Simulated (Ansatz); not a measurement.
## Stack of 1T-PtSSe under 1T-SnSSe, upper layer turned by 180° in a perpendicular field

What dipole does a perpendicular field induce in the stack of 1T-PtSSe under 1T-SnSSe, upper layer turned by 180°, and does the gap follow? A positive field points along +c.

Main program and level: Ansatz 0.2.0; plane-wave DFT, PBE-D3(BJ), Ansatz PAW.

## (1) The starting structure

The cell holds 6 atoms: 2 Se, 1 Pt, 2 S and 1 Sn. Cell: a = 3.723 Å, b = 3.722 Å, c = 45.420 Å, α = 90.0°, β = 90.0°, γ = 120.0°. Regions: layer 1: 1T-PtSSe, 3 atoms (1 Se, 1 Pt and 1 S); layer 2: 1T-SnSSe, 3 atoms (1 Se, 1 Sn and 1 S). Vacuum lies along c.

Structure file:

```cif
data_structure
_symmetry_space_group_name_H-M 'P 1'
_symmetry_Int_Tables_number 1
_cell_length_a 3.7225
_cell_length_b 3.7225
_cell_length_c 45.4203
_cell_angle_alpha 90.000
_cell_angle_beta 90.000
_cell_angle_gamma 120.000
_cell_volume 545.07
loop_
_atom_site_label
_atom_site_type_symbol
_atom_site_fract_x
_atom_site_fract_y
_atom_site_fract_z
_atom_site_occupancy
Se1 Se 0.66667 0.33333 0.42052 1
Pt2 Pt 0.00000 0.00000 0.44755 1
S3 S 0.33333 0.66667 0.46725 1
Se4 Se 0.66667 0.33333 0.53440 1
Sn5 Sn 0.33333 0.66667 0.55979 1
S6 S 0.00000 0.00000 0.57948 1
```

## (2) Relaxing the slab

The starting cell is a guess, so the in-plane lattice and the atoms are relaxed first, with the slab cut off from its images along the normal.

Contents of input.yaml:

```yaml
crystal:
  lattice:
    - [3.7225, 0.0, 0.0]
    - [-1.86125, 3.2237795656, 0.0]
    - [0.0, 0.0, 45.4202786646]
  atoms:
    - { symbol: Se, position: [0.6666666667, 0.3333333333, 0.4205170149] }
    - { symbol: Pt, position: [0.0, 0.0, 0.4475529665] }
    - { symbol: S, position: [0.3333333333, 0.6666666667, 0.4672452101] }
    - { symbol: Se, position: [0.6666666667, 0.3333333333, 0.5343958329] }
    - { symbol: Sn, position: [0.3333333333, 0.6666666667, 0.5597907415] }
    - { symbol: S, position: [0.0, 0.0, 0.5794829851] }
  periodic: [true, true, false]
kpoints:
  mp_grid: { grid: [12, 12, 1] }
hamiltonian:
  xc: pbe
  dispersion: d3bj
scf:
  occupations: { method: fermi_dirac, width: 0.05 }
  convergence: { dr2_threshold: 1.0e-09 }
relax:
  f_tol: 0.004
  max_steps: 90
  cell: {}
output:
  write_potential: true
  write_density: true
  volumetric_format: npy
```

Run with:

```
$ ansatz run input.yaml --threads 2 --pin off --max-ram 4096MiB --backend cpu --events-out ev --progress --plain --runs-dir out
```

Numbers of over 12 decimals in the logs are rounded to 6 here.

What it wrote:

```text
Warning: relax.cell: scf.convergence.dr2_threshold = 1e-9 eV is looser than the 2.02334947118e-10 eV advised for a relaxation that steers and ends on the stress (1e-10 eV for each atom of the cell: 6, times the square of relax.cell.stress_2d_tol = 0.05 N/m over 17.2 Å (the atoms' height at the walk's start and 5 Å past either face), 2.904e-2 GPa, over a crystal's default 0.05). What an SCF threshold leaves in a stress goes as its square root, and in the free energy as the threshold itself, and one threshold admits the most on a small cell: [figures from the program's tests cut] Set scf.convergence.dr2_threshold to 2.02334947118e-10 eV or tighter. [rest of the remark cut]
Engine: ansatz 0.2.0, x86_64-unknown-linux-gnu
Pseudopotentials: kind: paw
Pseudopotential: Se, paw, valence charge 16, recommended cutoff 420 eV (normal), Se.paw.azcp
Pseudopotential: Pt, paw, valence charge 18, recommended cutoff 420 eV (normal), Pt.paw.azcp
Pseudopotential: S, paw, valence charge 6, recommended cutoff 420 eV (normal), S.paw.azcp
Pseudopotential: Sn, paw, valence charge 14, recommended cutoff 420 eV (normal), Sn.paw.azcp
Functional definition: PBE
  parameter kappa = 0.804
  parameter beta = 0.066725
  exchange = pbe_x(kappa = kappa, mu = beta*pi^2/3)
  correlation = pbe_c(beta = beta)
Crystal: 6 atoms, lattice volume = 545.067 Å³
Basis set: ecut = 420 eV, 10723 PW (Γ), exchange–correlation on 50×50×640 points (8 copies of the dense FFT grid, shifted against one another)
Bands: 46, of which v1, the nominal top of the filled ones, is band 38 counted from 1 (37 counted from 0)
Symmetry: 6 space group operations
Space group: P3m1 (ITA 156), of the structure as read, at distance tolerance 8.2e-5 Å
k-points: 19 of 144 (time reversal used)
Non-local potential: Se, projectors of the file, l = 0: 2, l = 1: 2, l = 2: 3, l = 3: 1
Non-local potential: Pt, projectors of the file, l = 0: 3, l = 1: 2, l = 2: 2, l = 3: 1
Non-local potential: S, projectors of the file, l = 0: 2, l = 1: 2, l = 2: 2
Non-local potential: Sn, projectors of the file, l = 0: 2, l = 1: 2, l = 2: 2, l = 3: 2
PAW form: soft (Blöchl's): semilocal exchange-correlation on the pseudo side does not see the compensation charge
PAW one-centre angular grid: Se, 590 points (default); XC on 64 Gauss nodes
PAW one-centre angular grid: Pt, 590 points (default); XC on 64 Gauss nodes
PAW one-centre angular grid: S, 110 points (default); XC on 64 Gauss nodes
PAW one-centre angular grid: Sn, 590 points (default); XC on 64 Gauss nodes
Initial density: superposition of atomic densities (neutral atoms: chi_scale 0, normalization atom), corrected by the library's trained network
Initial wavefunctions: pseudopotential atomic-orbital guess
Functional: x = pbe(κ = 0.804, μ = 0.219515), c = pbe(β = 0.066725)
SCF iter   1: F=—  HF=-31289.960437 eV  |F-HF|=—  |Δ(HF+E_count)|=         —  Δρ=2.16e-3  dr2=5.53e-2  ethr=1.77e-3  ⟨swp⟩=18.4  Hψ=6276  notcnv=0  defer=7
preconditioner: auto → Resta (q_TF=auto, 1.965 Å⁻¹)  ε∞=1.7  [insulator: Δε(μ)=1.023 eV  Ē_g=13.465 eV  σ=0.050 eV  W_gap=1.00  n_scr=46 (ndim 8)  ℏωp=11.0 eV  f_vac=0.761  D(μ)=0.00/eV (n_scr^D=0)  ε∞_Penn≈1.7  vacuum switching on, ρ_ref=1.3e-2 e/Å³]
SCF iter   2: F=—  HF=-31289.959968 eV  |F-HF|=—  |Δ(HF+E_count)|=   4.69e-4  Δρ=1.25e-3  dr2=7.52e-2  ethr=7.28e-5  ⟨swp⟩=4.6  Hψ=2230  notcnv=0  defer=34
SCF iter   3: F=—  HF=-31289.954571 eV  |F-HF|=—  |Δ(HF+E_count)|=   5.40e-3  Δρ=7.95e-4  dr2=2.53e-2  ethr=7.28e-5  ⟨swp⟩=4.3  Hψ=1632  notcnv=0  defer=39
SCF iter   4: F=—  HF=-31289.952740 eV  |F-HF|=—  |Δ(HF+E_count)|=   1.83e-3  Δρ=3.75e-4  dr2=3.82e-3  ethr=3.33e-5  ⟨swp⟩=2.9  Hψ=1429  notcnv=0  defer=35
SCF iter   5: F=—  HF=-31289.952446 eV  |F-HF|=—  |Δ(HF+E_count)|=   2.94e-4  Δρ=1.92e-4  dr2=2.19e-4  ethr=5.03e-6  ⟨swp⟩=2.8  Hψ=1244  notcnv=0  defer=35
SCF iter   6: F=—  HF=-31289.952667 eV  |F-HF|=—  |Δ(HF+E_count)|=   2.21e-4  Δρ=7.69e-5  dr2=3.55e-5  ethr=2.88e-7  ⟨swp⟩=3.3  Hψ=1826  notcnv=0  defer=35
SCF iter   7: F=—  HF=-31289.952586 eV  |F-HF|=—  |Δ(HF+E_count)|=   8.05e-5  Δρ=3.37e-5  dr2=5.91e-6  ethr=4.68e-8  ⟨swp⟩=2.8  Hψ=1434  notcnv=0  defer=35
SCF iter   8: F=—  HF=-31289.952693 eV  |F-HF|=—  |Δ(HF+E_count)|=   1.07e-4  Δρ=1.35e-5  dr2=1.32e-6  ethr=7.78e-9  ⟨swp⟩=3.3  Hψ=1808  notcnv=0  defer=35
SCF iter   9: F=—  HF=-31289.952694 eV  |F-HF|=—  |Δ(HF+E_count)|=   2.80e-7  Δρ=4.48e-6  dr2=9.43e-8  ethr=1.74e-9  ⟨swp⟩=2.7  Hψ=1502  notcnv=0  defer=35
SCF iter  10: F=—  HF=-31289.952694 eV  |F-HF|=—  |Δ(HF+E_count)|=   5.91e-8  Δρ=9.00e-7  dr2=4.44e-9  ethr=1.24e-10  ⟨swp⟩=3.1  Hψ=1804  notcnv=0  defer=35
SCF iter  11: F=-31289.952694 eV  HF=-31289.952694 eV  |F-HF|=3.83e-9  |Δ(HF+E_count)|=   4.23e-9  Δρ=3.06e-7  dr2=3.68e-10  ethr=1.32e-12  ⟨swp⟩=13.4  Hψ=7254  notcnv=0
SCF 1 converged in 11 iterations: F = -31289.952694 eV  dr2 = 3.68e-10
  greatest PAW one-centre occupation: 1.000 electrons in one spin orbital (limit 2), on the Pt atom at site 1 (counted from 0), in its partial waves of l = 0
relax step   1: F+E_penalty+E_count = -31289.95269371 eV  Δ(F+E_penalty+E_count) = +0.000e0 eV  max|allowed force component| = 6.051e0 eV/Å  Δτ_max = 0.0000 Å  P = +26.533 N/m  Ω = 545.067 Å³  fix = [c, alpha, beta]  reactions: c +0.000 N/m  (11 SCF iters, accepted)
Crystal: 6 atoms, lattice volume = 553.919 Å³
Basis set: ecut = 420 eV, 10891 PW (Γ), exchange–correlation on 50×50×640 points (8 copies of the dense FFT grid, shifted against one another)
Initial density: handed on by an earlier stage of this run
Initial wavefunctions: those handed on with the density
iter 1 solved again at ethr=2.48e-4 eV; its pass at ethr=3.10e-3 eV (dr2=1.88e-1 eV) is discarded
SCF iter   1: F=—  HF=-31292.231321 eV  |F-HF|=—  |Δ(HF+E_count)|=         —  Δρ=4.76e-3  dr2=1.85e-1  ethr=2.48e-4  ⟨swp⟩=4.3  Hψ=6003  notcnv=0
preconditioner: auto → Resta (q_TF=auto, 1.959 Å⁻¹)  ε∞=1.7  [insulator: Δε(μ)=0.956 eV  Ē_g=13.070 eV  σ=0.050 eV  W_gap=1.00  n_scr=58 (ndim 8)  ℏωp=10.9 eV  f_vac=0.757  D(μ)=0.00/eV (n_scr^D=0)  ε∞_Penn≈1.7  vacuum switching on, ρ_ref=1.2e-2 e/Å³]
SCF iter   2: F=—  HF=-31292.223786 eV  |F-HF|=—  |Δ(HF+E_count)|=   7.53e-3  Δρ=2.98e-3  dr2=2.92e-1  ethr=2.44e-4  ⟨swp⟩=5.7  Hψ=2124  notcnv=0  defer=11
SCF iter   3: F=—  HF=-31292.205297 eV  |F-HF|=—  |Δ(HF+E_count)|=   1.85e-2  Δρ=2.15e-3  dr2=1.12e-1  ethr=2.44e-4  ⟨swp⟩=4.6  Hψ=1715  notcnv=0  defer=31
SCF iter   4: F=—  HF=-31292.196090 eV  |F-HF|=—  |Δ(HF+E_count)|=   9.21e-3  Δρ=1.18e-3  dr2=1.60e-2  ethr=1.47e-4  ⟨swp⟩=3.1  Hψ=1182  notcnv=0  defer=32
[...]
relax step   4: F+E_penalty+E_count = -31293.46591712 eV  Δ(F+E_penalty+E_count) = -2.540e-1 eV  max|allowed force component| = 1.591e-1 eV/Å  Δτ_max = 0.1920 Å  P = -0.204 N/m  Ω = 541.613 Å³  energy of the carried Pulay correction = +3.123e-4 eV  fix = [c, alpha, beta]  reactions: c -0.000 N/m  (13 SCF iters, accepted)
[...]
relax step   5: F+E_penalty+E_count = -31293.48501506 eV  Δ(F+E_penalty+E_count) = -1.910e-2 eV  max|allowed force component| = 4.878e-2 eV/Å  Δτ_max = 0.1939 Å  P = -0.619 N/m  Ω = 538.000 Å³  energy of the carried Pulay correction = +6.410e-4 eV  fix = [c, alpha, beta]  reactions: c -0.000 N/m  (15 SCF iters, accepted)
[...]
relax step   6: F+E_penalty+E_count = -31293.48709780 eV  Δ(F+E_penalty+E_count) = -2.083e-3 eV  max|allowed force component| = 3.186e-2 eV/Å  Δτ_max = 0.0273 Å  P = -0.173 N/m  Ω = 536.388 Å³  energy of the carried Pulay correction = +7.884e-4 eV  fix = [c, alpha, beta]  reactions: c -0.000 N/m  (10 SCF iters, accepted)
[...]
relax step   7: F+E_penalty+E_count = -31293.48731911 eV  Δ(F+E_penalty+E_count) = -2.213e-4 eV  max|allowed force component| = 8.926e-3 eV/Å  Δτ_max = 0.0123 Å  P = -0.009 N/m  Ω = 536.034 Å³  energy of the carried Pulay correction = +8.209e-4 eV  fix = [c, alpha, beta]  reactions: c -0.000 N/m  (10 SCF iters, accepted)
[...]
relax step   8: F+E_penalty+E_count = -31293.48733050 eV  Δ(F+E_penalty+E_count) = -1.139e-5 eV  max|allowed force component| = 9.246e-4 eV/Å  Δτ_max = 0.0014 Å  P = -0.002 N/m  Ω = 535.972 Å³  energy of the carried Pulay correction = +8.265e-4 eV  fix = [c, alpha, beta]  reactions: c -0.000 N/m  (8 SCF iters, accepted)
Initial wavefunctions: pseudopotential atomic-orbital guess (no wavefunctions were taken with the density)
iter 1 solved again at ethr=4.80e-7 eV; its pass at ethr=3.10e-3 eV (dr2=3.65e-4 eV) is discarded
SCF iter   1: F=—  HF=-31293.486757 eV  |F-HF|=—  |Δ(HF+E_count)|=         —  Δρ=1.23e-5  dr2=1.33e-7  ethr=4.80e-7  ⟨swp⟩=5.4  Hψ=9403  notcnv=0
eigensolver tolerance schedule: the retry pair's looser diagonalisation over-reported the residual by 2733.55 of it (diagonalisation noise at 0.73 of the residual, at the tolerance the schedule requests for it); recorded, not acted on — ethr = c·dr2/N_el stays at c = 1.0e-1
preconditioner: auto → Resta (q_TF=auto, 1.970 Å⁻¹)  ε∞=1.8  [insulator: Δε(μ)=0.551 eV  Ē_g=12.632 eV  σ=0.050 eV  W_gap=0.99  n_scr=34 (ndim 8)  ℏωp=11.1 eV  f_vac=0.741  D(μ)=0.01/eV (n_scr^D=0)  ε∞_Penn≈1.8  vacuum switching on, ρ_ref=1.2e-2 e/Å³]
SCF iter   2: F=—  HF=-31293.486826 eV  |F-HF|=—  |Δ(HF+E_count)|=   6.92e-5  Δρ=6.22e-6  dr2=4.14e-8  ethr=1.76e-10  ⟨swp⟩=5.0  Hψ=2954  notcnv=0
SCF iter   3: F=—  HF=-31293.486826 eV  |F-HF|=—  |Δ(HF+E_count)|=   4.99e-8  Δρ=2.04e-6  dr2=1.47e-7  ethr=5.44e-11  ⟨swp⟩=2.9  Hψ=1751  notcnv=0  recentre
SCF iter   4: F=—  HF=-31293.486826 eV  |F-HF|=—  |Δ(HF+E_count)|=   8.08e-9  Δρ=1.25e-6  dr2=4.76e-8  ethr=5.44e-11  ⟨swp⟩=2.8  Hψ=1242  notcnv=0
SCF iter   5: F=—  HF=-31293.486826 eV  |F-HF|=—  |Δ(HF+E_count)|=   1.54e-9  Δρ=5.67e-7  dr2=9.78e-9  ethr=5.44e-11  ⟨swp⟩=2.5  Hψ=1303  notcnv=0
SCF iter   6: F=-31293.486826 eV  HF=-31293.486826 eV  |F-HF|=1.24e-10  |Δ(HF+E_count)|=  5.82e-10  Δρ=2.81e-7  dr2=1.82e-10  ethr=1.32e-12  ⟨swp⟩=13.9  Hψ=7060  notcnv=0
SCF 9 converged in 6 iterations: F = -31293.486826 eV  dr2 = 1.82e-10
relax step   9: F+E_penalty+E_count = -31293.48682625 eV  Δ(F+E_penalty+E_count) = +5.042e-4 eV  max|allowed force component| = 9.473e-4 eV/Å  Δτ_max = 0.0000 Å  P = -0.029 N/m  Ω = 535.972 Å³  fix = [c, alpha, beta]  reactions: c -0.000 N/m  stress off target by 2.88e-2 N/m on what of the cell is left free  SCF on the basis re-selected at this cell (its energy is not comparable with the rows above)  (6 SCF iters)
basis re-selected at this cell: Δ(F+E_penalty+E_count) = +5.042e-4 eV, ΔP = -0.027 N/m vs the last step (what re-selecting the basis moved, of the pressure what is left beyond the Pulay correction that the steps carried, after the strain that the cell walked since its last selection, with what the two solves' SCF thresholds leave and, on support functions, any second-order correction that the steps lacked; it is no m [...]
WARN: The output density's exchange-correlation potential varies sharply where the density is thin. Do not read a vacuum level from v_tot or v_xc, or from such a field of the output density. On a cell that repeats whose density bears no net charge and no dipole along the vacuum's axis use v_es (v_loc + v_h of the components); under efield.dipole_correction with no amplitude use v_es + v_field, which holds any externa [...]
SCF converged after 6 iterations
Free energy (F): -31293.486826 eV
Harris-Foulkes:  -31293.486826 eV  (|F-HF|=1.24e-10)
Internal energy: -31293.486584 eV  (E = F + TS)
E sigma→0 (E₀):  -31293.486705 eV
Entropy (-TS):   -0.000242 eV (-0.040 meV/atom)
Fermi energy:    -5.246609 eV
--- Per-component energies (eV) ---
  E_band       = -2304.077091
  E_kinetic    = 1273.914943
  E_local      = -364445.033444  (includes V_loc(G=0)·N_el)
  E_nonlocal   = -965.572619
  E_hartree    = 181412.771243
  E_xc         = -1044.999741
  E_vxc        = -768.014812  (∫ρ·V_xc dr)
  E_paw        = -18619.090172  (= ΣΔE_a)
  E_vpaw       = -224.912521  (= ΣTr[D̂ρ^β])
  E_aug_tail   = -0.000986  (compensation charges beyond the density's cutoff)
  E_ewald      = 171096.489870
  E_disp       = -1.965678  (pairwise vdW)
  E_smearing   = -0.000242  (= −TS)
  E_closure    = -0.000000  (closes the sum)
  Σ components = -31293.486826   (vs F -31293.486826, Δ=0.00e0)
--- Forces (eV/Å), atoms counted from 1 ---
  atom   1  Se    -0.00000000    -0.00000000     0.00001703
  atom   2  Pt     0.00000000     0.00000000    -0.00094732
  atom   3  S     -0.00000000     0.00000000     0.00045456
  atom   4  Se     0.00000000    -0.00000000     0.00028475
  atom   5  Sn     0.00000000    -0.00000000     0.00073921
  atom   6  S      0.00000000     0.00000000    -0.00054821
  max |Σ_I F_I| component: 2.09e-8 eV/Å
--- 2D stress c σ (N/m, compression-positive) ---
       -0.028771       0.000000      -0.000000
       -0.000000      -0.028771      -0.000000
       -0.000000      -0.000000      -0.000000
  P = ½ c Tr σ = -0.0288 N/m
--- Band table (eV; the first three rows and the last of 19) ---
  k-point 0: bands = [... 34 lower, -6.2888, -6.1285, -5.8475, -5.8475, -3.7272, -3.0179, -3.0179, -2.3729, ... 4 higher]
  k-point 1: bands = [... 34 lower, -6.2746, -6.2580, -5.8657, -5.7230, -3.6027, -3.3387, -3.1302, -1.9559, ... 4 higher]
  k-point 2: bands = [... 34 lower, -6.3762, -6.3217, -5.9417, -5.5839, -4.2492, -3.3530, -3.3359, -1.5904, ... 4 higher]
  k-point 18: bands = [... 34 lower, -7.2114, -7.0303, -6.8686, -6.8432, -4.5044, -3.7710, -3.6750, -0.7960, ... 4 higher]
  the weakly bound empty levels are not read free of the cell's end (no_gap_told)
--- Relaxed structure (8 steps of the walk, 8 accepted, 1 SCFs on fresh bases) ---
  F+E_penalty+E_count = -31293.48682625 eV   max|allowed force component| = 9.473e-4 eV/Å   (the final SCF, on the basis selected at the relaxed cell)
  cell:  # Å, volume = 535.9721 Å³
    - [3.691313, -1.1541527816277875e-18, 0]
    - [-1.845656, 3.196771, 0]
    - [0, 0, 45.4202786646]
  atoms:
    - { symbol: Se, position: [0.666667, 0.333333, 0.413354] }
    - { symbol: Pt, position: [-7.049220812621828e-18, 0, 0.442349] }
    - { symbol: S, position: [0.333333, 0.666667, 0.468123] }
    - { symbol: Se, position: [0.666667, 0.333333, 0.526829] }
    - { symbol: Sn, position: [0.333333, 0.666667, 0.562893] }
    - { symbol: S, position: [2.161161434996291e-17, 0, 0.595437] }
```

The job ended after 7.9 min (2 threads of AMD EPYC (Zen 3), shared host; peak memory 0.97 GiB).

The steps of the relaxation:

```
step  energy less that of the first step (eV)  largest force component (eV/Å)  volume (Å³)
   1                                   0.0000                          6.0511       545.07
   2                                  -2.2429                          3.8533       553.92
   3                                  -3.2592                          1.6858       552.63
   4                                  -3.5132                          0.1591       541.61
   5                                  -3.5323                          0.0488       538.00
   6                                  -3.5344                          0.0319       536.39
   7                                  -3.5346                          0.0089       536.03
   8                                  -3.5346                          0.0009       535.97
  9*                                  -3.5341                          0.0009       535.97
```

Relaxation steps marked * repeat the geometry before them on a plane-wave basis chosen anew for their cell, so energy and pressure can jump there.

The run keeps the 6 symmetry operations that it works with, so distortions that break them were not tested.

```
cell as run  before  after  change
      a (Å)   3.723  3.691  -0.8 %
      b (Å)   3.722  3.691  -0.8 %
```

The atoms that moved most (Å, along periodic axes as changes of fractional coordinates times the final cell, across vacuum about the mean position):

```
atom     dx     dy      dz  length
  S6  0.000  0.000   0.725   0.725
 Se4  0.000  0.000  -0.344   0.344
 Se1  0.000  0.000  -0.325   0.325
 Pt2  0.000  0.000  -0.236   0.236
 Sn5  0.000  0.000   0.141   0.141
  S3  0.000  0.000   0.040   0.040
```

Final coordinates:

```xyz
6
Lattice="3.6913 0.0000 0.0000 -1.8457 3.1968 0.0000 0.0000 0.0000 45.4203" Properties=species:S:1:pos:R:3
Se    1.8457    1.0656   18.7747
Pt    0.0000    0.0000   20.0916
S     0.0000    2.1312   21.2623
Se    1.8457    1.0656   23.9287
Sn    0.0000    2.1312   25.5668
S     0.0000    0.0000   27.0449
```

Numbers from this step:

```yaml
energy_at_zero_smearing: -31293.4867 eV
```

The lattice constant a goes from 3.723 to 3.691 Å.

[end of part 1 of 2]

[Logs are printed without paths, hosts, clocks, repeated set-up lines and the standing remarks that a program may print on its own settings, such as how far it seeks lower states.]

[Hosts, paths, dates, database ids (printed as entryN), source tags and the programs' standing remarks are cut or masked in the printed files.]

[Maps of the electrostatic potential energy from Ansatz leave out the sawtooth potential of an applied field or a dipole correction, so their vacuum need not be flat; planar profiles and work functions include it.]
